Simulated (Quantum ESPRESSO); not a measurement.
# Au: phonons with rev-vdW-DF2

Au:

```
Au
1.0
    -1.65727    1.65727    1.65727
     1.65727   -1.65727    1.65727
     1.65727    1.65727   -1.65727
Au
1
Direct
  0.00000 0.00000 0.00000
```

This isn't the form of Au at room conditions, which is fcc.

| Item | Value |
| --- | --- |
| Program | Quantum ESPRESSO 7.5 |
| Task | phonons |
| Functional | rev-vdW-DF2 |
| Potentials or basis | GBRV 1.5 PBE |
| Cutoff | 612 eV |
| Density cutoff | 4898 eV |
| k mesh | 11 × 11 × 11 |
| Occupations | cold, width 0.2 eV |
| Spin | no spin polarisation |
| Mixing beta | 0.5 |
| Most SCF iterations | 120 |
| SCF threshold | 2e-10 Ry |

```
Relaxed volume                              : 17.63 Å³/atom
Relaxed cell                                : a = 2.840 Å, b = 2.840 Å, c = 2.840 Å, α = 109.47°, β = 109.47°, γ = 109.47°
Space group after relaxing (to 0.05 Å)      : Im-3m (No. 229)
Pressure after relaxing                     : 0.0 GPa
Band gap on the k mesh                      : none (metal or under the smearing width)
Highest phonon frequency at the q point run : 87 cm⁻¹
```

The path:
| step | energy change (eV) | largest force (eV/Å) | pressure (GPa) | volume (Å³) |
| --- | --- | --- | --- | --- |
| 1 | 0.0000 | 0.0000 | -4.41 | 18.21 |
| 2 | -0.0075 | 0.0000 | -1.40 | 17.80 |
| 3 | -0.0082 | 0.0000 | 0.11 | 17.62 |
| 4 | -0.0082 | 0.0000 | 0.00 | 17.63 |

Final structure:
```
CELL_PARAMETERS angstrom
-1.63959 1.63959 1.63959
1.63959 -1.63959 1.63959
1.63959 1.63959 -1.63959
ATOMIC_POSITIONS crystal
Au 0.00000 0.00000 0.00000
```

Levels at points of the mesh, in eV from the Fermi level:
```tsv
k point	band 3	band 4	band 5	band 6	band 7	band 8	band 9	band 10
(0.00, 0.00, 0.00)	-4.61	-4.61	-2.78	-2.78	16.80	16.80	16.80	20.47
```

Phonon frequencies in cm⁻¹ (negative: imaginary):
```csv
q point,frequencies
"(0.250, 0.250, 0.250)",87 87 87
```

Phonon modes at q = (0.250, 0.250, 0.250) in reciprocal lattice units:
| mode | symmetry | cm⁻¹ |
| --- | --- | --- |
| 1 | T_2 | 87 |
| 2 | T_2 | 87 |
| 3 | T_2 | 87 |

Run time: 8.1 min on 1 thread of AMD EPYC 7R43 64-Core Processor (Zen 3), with other jobs on the host, peak memory 0.14 GiB.

Caveat: the potentials were made for another functional, which shifts forces and pressure; the q point doesn't lie on the k mesh, which can shift a metal's frequencies strongly unless the mesh is converged. Spin-orbit coupling is left out, which matters for the levels of Au.
